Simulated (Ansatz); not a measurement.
**Strain response of Mo**

These are results of DFT PBE, scalar-relativistic, plane waves, PAW in Ansatz 0.2.0, not measurements. (420 eV cutoff, 16×16×16 k-mesh, Gaussian smearing of 0.10 eV, no spin polarisation)

Starting point, cell and atoms relaxed:

```xyz
2
Lattice="3.1606 0.0000 0.0000 0.0000 3.1606 0.0000 0.0000 0.0000 3.1606" Properties=species:S:1:pos:R:3 pbc="T T T"
Mo    0.0000    0.0000    0.0000
Mo    1.5803    1.5803    1.5803
```

Deformation: biaxial strain in the a-b plane, with the length and tilt of c and the atoms relaxed, all within the symmetry that the strain leaves. Energies are extrapolated to zero smearing.

```tsv
strain (%)	ΔE (meV/atom)	a (Å)	b (Å)	c (Å)
-6.0	195.8	2.971	2.971	3.343
-4.0	86.7	3.034	3.034	3.265
-2.0	21.6	3.097	3.097	3.206
+0.0	0.0	3.161	3.161	3.161
+2.0	19.3	3.224	3.224	3.119
+4.0	72.9	3.287	3.287	3.079
+6.0	155.3	3.350	3.350	3.037
```

(1) What stiffness (1/V) d²E/dε² at zero strain does a cubic fit over all points give?

(2) How does the free axis c answer a small strain?

Results:

(1) A cubic fit gives (1/V) d²E/dε² = 986 GPa at zero strain (twice the biaxial modulus).

(2) Between the innermost points its strain is -0.69 times the applied one.